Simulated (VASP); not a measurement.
## A VASP 6.6.1 single-point calculation on CuI

INCAR

```
ADDGRID = .TRUE.
NSW = 0
LASPH = .TRUE.
ISMEAR = -1
LREAL = .FALSE.
ISIF = 2
SIGMA = 0.02
GGA = PE
NBANDS = 16
LWAVE = .FALSE.
IBRION = -1
LCHARG = .FALSE.
NELM = 120
ENCUT = 520
EDIFF = 1E-7
PREC = Accurate
```

KPOINTS

```
KPOINTS created by Atomic Simulation Environment
0
Gamma
8 8 8
0 0 0
```

POSCAR

```
Cu I
 1.0000000000000000
     0.0000000000000000    3.0659442652000002    3.0120289470000001
     3.0659442652000002    0.0000000000000000    3.0120289470000001
     3.0659442652000002    3.0659442652000002    0.0000000000000000
 Cu  I
   1   1
Cartesian
  0.0000000000000000  0.0000000000000000  0.0000000000000000
  1.5329721326000001  1.5329721326000001  1.5060144735000001
```

The recommended PBE PAW datasets give the neutral cell 18 valence electrons.

Command

```
mpirun -np 1 vasp_std
```

OSZICAR

```
N       E                     dE             d eps       ncg     rms          rms(c)
DAV:   1     0.101958461192E+03    0.10196E+03   -0.78301E+03  1888   0.121E+03
DAV:   2     0.105080872008E+01   -0.10091E+03   -0.91466E+02  1992   0.227E+02
DAV:   3    -0.555574846421E+01   -0.66066E+01   -0.65258E+01  2592   0.648E+01
DAV:   4    -0.576531894000E+01   -0.20957E+00   -0.20952E+00  2528   0.103E+01
DAV:   5    -0.576964564944E+01   -0.43267E-02   -0.43267E-02  2760   0.147E+00    0.512E+00
DAV:   6    -0.569680798865E+01    0.72838E-01   -0.25462E+00  1920   0.424E+01    0.332E+00
DAV:   7    -0.556222470943E+01    0.13458E+00   -0.61045E-01  2032   0.254E+01    0.164E+00
DAV:   8    -0.556351338210E+01   -0.12887E-02   -0.31585E-02  2992   0.246E+00    0.419E-01
DAV:   9    -0.556144973331E+01    0.20636E-02   -0.83493E-03  2432   0.265E+00    0.118E-01
DAV:  10    -0.556162824056E+01   -0.17851E-03   -0.52190E-04  2360   0.190E-01    0.388E-02
DAV:  11    -0.556163397118E+01   -0.57306E-05   -0.16055E-04  2448   0.347E-01    0.250E-02
DAV:  12    -0.556163486338E+01   -0.89220E-06   -0.13457E-05  2888   0.368E-02    0.210E-02
DAV:  13    -0.556163377178E+01    0.10916E-05   -0.52679E-06  2512   0.694E-02    0.648E-03
DAV:  14    -0.556163468335E+01   -0.91157E-06   -0.27388E-06  3168   0.296E-02    0.560E-03
DAV:  15    -0.556163460826E+01    0.75091E-07   -0.14213E-07  1864   0.111E-02
   1 F= -.55616346E+01 E0= -.55616346E+01  d E =-.956605E-11
```

From OUTCAR

```
k-points           NKPTS =     59   k-points in BZ     NKDIM =     59   number of bands    NBANDS=     16

   NELECT =      18.0000    total number of electrons

   dimension x,y,z NGX =    32 NGY =   32 NGZ =   32
   dimension x,y,z NGXF=    64 NGYF=   64 NGZF=   64

  energy-cutoff  :      520.00
  volume of cell :       56.63
      direct lattice vectors                 reciprocal lattice vectors
     0.000000000  3.065944265  3.012028947    -0.163081895  0.163081895  0.166001061
     3.065944265  0.000000000  3.012028947     0.163081895 -0.163081895  0.166001061
     3.065944265  3.065944265  0.000000000     0.163081895  0.163081895 -0.166001061

 k-points in reciprocal lattice and weights: KPOINTS created by Atomic Simulation Env
   0.00000000  0.00000000  0.00000000       0.002
   0.12500000  0.00000000  0.00000000       0.016
   0.25000000  0.00000000  0.00000000       0.016
   0.37500000 -0.00000000  0.00000000       0.016
   0.50000000  0.00000000  0.00000000       0.008
   0.12500000  0.12500000  0.00000000       0.004
   0.25000000  0.12500000  0.00000000       0.016
   0.37500000  0.12500000  0.00000000       0.016
   ...

 E-fermi :   4.6628

 k-point     1 :       0.0000    0.0000    0.0000
  band No.  band energies     occupation
      1      -9.6688      2.00000
      2       0.6849      2.00000
      3       0.6849      2.00000
      4       0.7051      2.00000
      5       2.4654      2.00000
      6       2.4794      2.00000
      7       4.2477      2.00000
      8       4.2477      2.00000
      9       4.2749      2.00000
     10       5.3581      0.00000
     11       9.1398      0.00000
     12       9.1398      0.00000
     13       9.1646      0.00000
     14      12.4135      0.00000
     15      13.6808      0.00000
     16      13.9231      0.00000

 k-point     2 :       0.1250    0.0000    0.0000
  band No.  band energies     occupation
      1      -9.5992      2.00000
      2       0.3963      2.00000
      3       0.6868      2.00000
      4       0.7065      2.00000
      5       2.4604      2.00000
      6       2.4728      2.00000
      7       3.6561      2.00000
      8       4.1358      2.00000
      9       4.1566      2.00000
     10       6.0456      0.00000
     11       9.0446      0.00000
     12       9.3470      0.00000
     13       9.3744      0.00000
     14      13.0771      0.00000
     15      13.1448      0.00000
     16      13.2696      0.00000

 k-point     3 :       0.2500    0.0000    0.0000
  band No.  band energies     occupation
      1      -9.4212      2.00000
      2      -0.2968      2.00000
      3       0.6883      2.00000
      4       0.7229      2.00000
      5       2.4601      2.00000
      6       2.4677      2.00000
      7       3.0281      2.00000
      8       3.8889      2.00000
      9       3.9135      2.00000
     10       6.5021      0.00000
     11       9.6487      0.00000
     12       9.6535      0.00000
     13       9.7728      0.00000
     14      12.9348      0.00000
     15      12.9663      0.00000
     16      13.2129      0.00000

 ...

  Total       -0.1433702     -0.1433702     -0.0349648      0.0000000      0.0000000      0.0000000
  in kB       -4.0565034     -4.0565034     -0.9892904      0.0000000      0.0000000      0.0000000
  external PRESSURE =      -3.0340991 kB  Pullay stress =       0.0000000 kB

 POSITION                                       TOTAL-FORCE (eV/Angst)
 -----------------------------------------------------------------------------------
      0.00000      0.00000      0.00000        -0.000000      0.000000      0.000000
      1.53297      1.53297      1.50601         0.000000     -0.000000     -0.000000
 -----------------------------------------------------------------------------------
    total drift:                                0.000000      0.000000      0.000000

  FREE ENERGIE OF THE ION-ELECTRON SYSTEM (eV)
  ---------------------------------------------------
  free  energy   TOTEN  =        -5.5616346083 eV

  energy  without entropy=       -5.5616346083  energy(sigma->0) =       -5.56163461
```

It converged. Results: gap between bands v and c on the k mesh 1.08 eV; least direct gap on the k mesh 1.08 eV; pressure -0.3 GPa. Band v is the last that the valence electrons fill when counted band by band, and c is the next.

For comparison, a separate PBE run of the intended cell, on usual settings and not on those above, gives a gap of 1.08 eV on its mesh and a pressure of -0.3 GPa.

The run above took about 58 s on one core of a shared host (Intel Xeon Platinum 8488C) and held 0.3 GiB at most.
